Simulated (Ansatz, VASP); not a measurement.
## Two plane-wave programs on Ca

POSCAR

```
Ca
1.0
    3.7905385436      0.0000000000      0.0000000000
   -1.8952692718      3.2827026728      0.0000000000
    0.0000000000      0.0000000000      3.5417844517
Ca
1
Direct
    0.0000000000      0.0000000000      0.0000000000
```

Contents of INCAR.step1:

```
SYSTEM = Ca
PREC = Accurate
ENCUT = 520
ISMEAR = 0
SIGMA = 0.1
LREAL = .FALSE.
LASPH = .TRUE.
NELM = 100
NBANDS = 11
GGA = PE
ALGO = Normal
EDIFF = 1E-4
LWAVE = .TRUE.
LCHARG = .FALSE.
```

The input INCAR.step2:

```
SYSTEM = Ca
PREC = Accurate
ENCUT = 520
EDIFF = 1E-7
ISMEAR = 0
SIGMA = 0.1
LREAL = .FALSE.
LASPH = .TRUE.
NELM = 100
ALGO = Normal
ISIF = 2
LWAVE = .FALSE.
LCHARG = .TRUE.
METAGGA = R2SCAN
LMIXTAU = .TRUE.
LELF = .TRUE.
LVHAR = .TRUE.
NBANDS = 11
ISTART = 1
```

The input KPOINTS:

```
Automatic mesh
0
G
  6 6 6
  0 0 0
```

Input for Ansatz:

```yaml
crystal:
  lattice:
    - [3.7905385436, 0.0, 0.0]
    - [-1.8952692718, 3.2827026728, 0.0]
    - [0.0, 0.0, 3.5417844517]
  atoms:
    - { symbol: Ca, position: [0.0, 0.0, 0.0] }
basis:
  ecutwfc: 500
kpoints:
  mp_grid: { grid: [6, 6, 6] }
hamiltonian:
  xc: r2scan
scf:
  occupations: { method: gaussian, width: 0.1 }
  lower_state_search: "off"
output:
  forces: true
  stress: true
  eigenvalues: true
```

Alike in both runs: task single point; functional r2SCAN; k mesh 6 × 6 × 6; occupations gaussian, width 0.1 eV; no spin polarisation.

|  | VASP | Ansatz |
| --- | --- | --- |
| version | VASP 6.6.1 | Ansatz 0.2.0 |
| potentials or method | VASP PAW PBE potentials, release 64 (Ca_sv) | scalar-relativistic, plane waves, PAW |
| plane-wave cutoff (eV) | 520 | 500 |
| valence electrons in the cell | 10 | 10 |

```tsv
	VASP	Ansatz	Ansatz less VASP
gap on the k mesh at the Fermi level (eV)	none	none	-
pressure (GPa)	-0.4	-0.5	-0.03
largest component of the traceless stress (GPa)	0.37	0.36	-0.014
```

A gap of «none» marks a metal or a gap that the smearing closes. The functional is the same, so the differences come from potentials, cutoffs and numerics.

Caveats: the PAW data sets were made with another functional, which shifts forces and pressure a little (VASP).
